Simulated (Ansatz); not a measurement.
# WS2: the cost of one run

Method: DFT PBEsol, scalar-relativistic, in Ansatz 0.2.0.

### 1 The starting structure

It takes space group R3m (No. 160, trigonal). The conventional cell has a = 3.158 Å, b = 3.158 Å, c = 18.490 Å, α = 90.00°, β = 90.00°, γ = 120.00°. W (site symmetry 3m) is surrounded by 6 S at 2.39 to 2.42 Å. S (site symmetry 3m) has 3 W at 2.39 Å in its first shell of neighbours. Around S (site symmetry 3m) lie 3 W at 2.42 Å.

As a file:

```xyz
3
Lattice="1.5790 0.9116 6.1633 -1.5790 0.9116 6.1633 0.0000 -1.8233 6.1633" Properties=species:S:1:pos:R:3 pbc="T T T"
W     0.0000    0.0000    0.0000
S     0.0000    0.0000   13.8730
S     0.0000    0.0000   10.7427
```

Atoms are numbered in the order of the input: W1, S2, S3.

### 2 After the deformation

Space group R3m before, R3m after.

### 3 LAPW, all electrons

input.yaml

```yaml
crystal:
  lattice:
    - [1.5947903881, 0.9207526599, 6.16333]
    - [-1.5947903881, 0.9207526599, 6.16333]
    - [0.0, -1.8415053197, 6.16333]
  atoms:
    - { symbol: W, position: [0.0, 0.0, 0.0] }
    - { symbol: S, position: [0.7503, 0.7503, 0.7503] }
    - { symbol: S, position: [0.581, 0.581, 0.581] }
kpoints:
  mp_grid: { grid: [15, 15, 15] }
  band_path:
    path:
      - [0.0, 0.0, 0.0]
      - [0.5, 0.5, 0.5]
      - [0.8184546719, 0.1815453281, 0.5]
      - [0.5, -0.1815453281, 0.1815453281]
      - [0.5, 0.0, 0.0]
      - [0.0, 0.0, 0.0]
      - [0.3407726641, -0.3407726641, 0.0]
      - [0.6592273359, 0.0, 0.3407726641]
      - [0.5, 0.0, 0.5]
    npoints: 5
scf:
  occupations: { method: fermi_dirac, width: 0.03 }
hamiltonian:
  xc: pbesol
  pseudopotentials: { kind: all_electron, lapw: { basis_error: 0.001 } }
output:
  forces: true
  stress: true
  eigenvalues: true
```

On the command line:

```
ansatz run input.yaml --threads 1 --pin off --max-ram 4096MiB --backend cpu --events-out ev --progress --plain --runs-dir out
```

What time and memory should one allow on 1 thread of Intel Xeon 6975P-C (Granite Rapids), shared host?

About 3.1 min, with a peak of 1.6 GiB.
